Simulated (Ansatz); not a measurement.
SiO2, space group P4_2/mnm, a calculation of the dielectric tensor and Born charges

With the Python package of Ansatz (0.2.0).

Run as a notebook:

```python
import warnings

import ansatz as az
import numpy as np
from pymatgen.core import Lattice, Structure
from pymatgen.io.ase import AseAtomsAdaptor
```

```python
warnings.simplefilter("ignore", az.DeckWarning)
```

```python
pmg_structure = Structure(
    Lattice([(4.1773, 0.0, 0.0), (0.0, 4.1773, 0.0), (0.0, 0.0, 2.6652)]),
    ["Si", "Si", "O", "O", "O", "O"],
    [
        (0.0, 0.0, 0.0),
        (0.5, 0.5, 0.5),
        (0.3059, 0.3059, 0.0),
        (0.1941, 0.8059, 0.5),
        (0.6941, 0.6941, 0.0),
        (0.8059, 0.1941, 0.5),
    ],
)
cell = az.Crystal.from_ase(AseAtomsAdaptor.get_atoms(pmg_structure))
```

```python
base = (
    cell.calculation()
    .functional("PBEsol")
    .kpoints(6, 6, 8)
    .occupations("fixed")
    .dielectric()
)
outcome = base.run(threads=1, backend="cpu")
response = outcome.dielectric
eps = np.asarray(response.eps_inf)

print(f"mean eps_inf {np.trace(eps) / 3:.3f}, fraction of exact exchange 1/eps = {3 / np.trace(eps):.3f}")
print(np.array2string(eps, precision=3, suppress_small=True))
for index, (site, z) in enumerate(zip(outcome.lattice.sites, response.zstar_e)):
    print("Born charge tensor of", site.symbol, index)
    print(np.round(z, 3) + 0.0)
print(f"charge neutrality missed by {response.zstar_sum_residual_pre_e:.4f} e before the sum rule")
```

    mean eps_inf 3.465, fraction of exact exchange 1/eps = 0.289
    [[3.407 0.    0.   ]
     [0.    3.407 0.   ]
     [0.    0.    3.579]]
    Born charge tensor of Si 0
    [[3.813 0.376 0.   ]
     [0.376 3.813 0.   ]
     [0.    0.    4.071]]
    Born charge tensor of Si 1
    [[ 3.813 -0.376  0.   ]
     [-0.376  3.813  0.   ]
     [ 0.     0.     4.071]]
    Born charge tensor of O 2
    [[-1.907 -0.589  0.   ]
     [-0.589 -1.907  0.   ]
     [ 0.     0.    -2.036]]
    Born charge tensor of O 3
    [[-1.907  0.589  0.   ]
     [ 0.589 -1.907  0.   ]
     [ 0.     0.    -2.036]]
    Born charge tensor of O 4
    [[-1.907 -0.589  0.   ]
     [-0.589 -1.907  0.   ]
     [ 0.     0.    -2.036]]
    Born charge tensor of O 5
    [[-1.907  0.589  0.   ]
     [ 0.589 -1.907  0.   ]
     [ 0.     0.    -2.036]]
    charge neutrality missed by 0.0025 e before the sum rule

What to keep in mind:
- With fixed filling the reported Fermi level is the top filled level among the k-points of the SCF.
- This is a high-temperature or high-pressure form, not the ambient phase.
- Averages over directions belong to no single polarisation, least of all in layered crystals.
- Pressure is positive in compression.
- The structure is a deposited one; some such entries were measured under pressure or heat, so a shift against it needn't be the functional's error alone.
- This is the electronic (clamped-ion) response; a semilocal gap that is too small tends to raise it. The typed mesh is that of the SCF; the response is solved on denser meshes that the run picks.
- Run time: 24 s on 1 thread of AMD EPYC 9R45 96-Core Processor (Zen 5), on a shared host, peak memory 0.83 GiB.
